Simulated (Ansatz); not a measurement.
**Ideal shear of a crystal plane in MoS2**

Method: DFT PBEsol, scalar-relativistic, plane waves, PAW in Ansatz 0.2.0. Settings: plane waves to 420 eV, k-mesh 10×10×2 (Γ-centred), Gaussian smearing 0.05 eV. No spin polarisation. Energies are free energies at this smearing, counted from the undisturbed cell; pressure is positive in compression.

Reference structure (relaxed at this level):

```
Mo S
1.0
    -3.14143    0.00000    0.00000
    -1.57072   -2.72056    0.00000
     0.00000    0.00000   12.57882
Mo S
2 4
Direct
  0.33333 0.33333 0.25000
  0.66667 0.66667 0.75000
  0.33333 0.33333 0.62605
  0.66667 0.66667 0.12605
  0.33333 0.33333 0.87395
  0.66667 0.66667 0.37395
```

The cell holds layers and no dispersion correction was added, so their binding is poorly described.

The cut lies on the cell's a–b face, a (0 0 1) plane (indices in the standard cell, whose axes needn't be the Cartesian ones shown) of area 8.55 Å², between layers 3.17 Å apart. Vector c is tilted by f times 1·a + 0·b (length 3.141 Å) with the atoms' Cartesian places fixed: one unrelaxed fault a cell. The traction is dγ/du, the slope of γ against the slip u in Å. Some rows repeat others by symmetry and weren't run.

| f | γ (mJ/m²) | traction (GPa) |
| --- | --- | --- |
| 0.0000 | 0 | 0.0 |
| 0.1000 | 8 | 0.5 |
| 0.2000 | 31 | 0.9 |
| 0.3000 | 60 | 0.9 |
| 0.4000 | 85 | 0.6 |
| 0.5000 | 94 | 0.0 |
| 0.6000 | 85 | -0.6 |
| 0.7000 | 60 | -0.9 |
| 0.8000 | 31 | -0.9 |
| 0.9000 | 8 | -0.5 |

Q: Read off the first barrier and the stress needed to climb it, and compare with Frenkel's sinusoid.

A: The first sampled maximum lies at f = 0.500, a slip of 1.57 Å, with γ ≈ 94 mJ/m², which stands in for the unstable fault energy γ_us, and the steepest sampled slope before it is 0.9 GPa. A sinusoid γ = γ_us sin²(πu/λ) with its maximum there has λ = 3.14 Å and a largest slope πγ_us/λ = 0.9 GPa (1 mJ/m² per Å = 0.01 GPa). The stand-in is too high: the stress and forces give a traction of 1.4 GPa across the line at this point, so it is no saddle, and slip that bends off the line crosses lower.

Q: Is there a metastable fault on this line?

A: Apart from points where γ returns to about zero, no local minimum shows among the samples, so at this sampling the line offers no fault for a dislocation to split on; a fault can still lie off the line.

The cut is rigid; relaxing the faces lowers these energies and usually the stresses.

Cost: 6 runs of about 1.4 core-minutes in all, on Arm Neoverse V2 (shared hosts).